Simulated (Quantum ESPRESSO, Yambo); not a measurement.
Planning a run of Yambo 5.3.0 on Sb (buckled honeycomb monolayer). The input:

```
HF_and_locXC
gw0
dyson
ppa
em1d
rim_cut
rim_w
RandQpts= 3000000
RandGvec= 100 RL
CUTGeo= "slab z"
RandGvecW= 9 RL
EXXRLvcs= 88 Ry
VXCRLvcs= 352 Ry
Chimod= "HARTREE"
% BndsRnXp
 1 | 120 |
%
NGsBlkXp= 8 Ry
% LongDrXp
 1 | 1 | 0 |
%
% GbndRnge
 1 | 120 |
%
DysSolver= "n"
ExtendOut
PPAPntXp= 27.21138 eV
% QPkrange
 1 | 1 | 22 | 25 |
 3 | 3 | 22 | 25 |
%
```

```sh
OMP_NUM_THREADS=2 mpirun -n 4 yambo -F gw1.in -J gw1 -C gw1 > gw1.log
```

The stored states that it reads are on a 6×6×1 mesh. The cell holds 2 atoms: 2 Sb. Its edges and angles: a = 4.136 Å, b = 4.136 Å, c = 14.000 Å, α = 90.0°, β = 90.0°, γ = 120.0°. Vacuum lies along c.

How long will it take on 4 MPI ranks of Intel Xeon 6975P-C (Granite Rapids), shared host, and how much memory?

It took 2.6 min; on shared hardware allow 77 s to 5.1 min. Peak host memory was 3.9 GiB.

The screening grows as filled bands × empty bands × pairs of k points, times the square of the screening basis for the matrix.

[Paths, hosts, dates, memory and timing lines, banners, echoed tables and standing remarks are left out of the program output.]

[Logs are printed without paths, hosts, clocks, repeated set-up lines and the standing remarks that a program may print on its own settings, such as how far it seeks lower states.]

[Runs of the session that timed out or met a known fault of the program may be left out.]

[Hosts, paths, dates, database ids (printed as entryN), source tags and the programs' standing remarks are cut or masked in the printed files.]
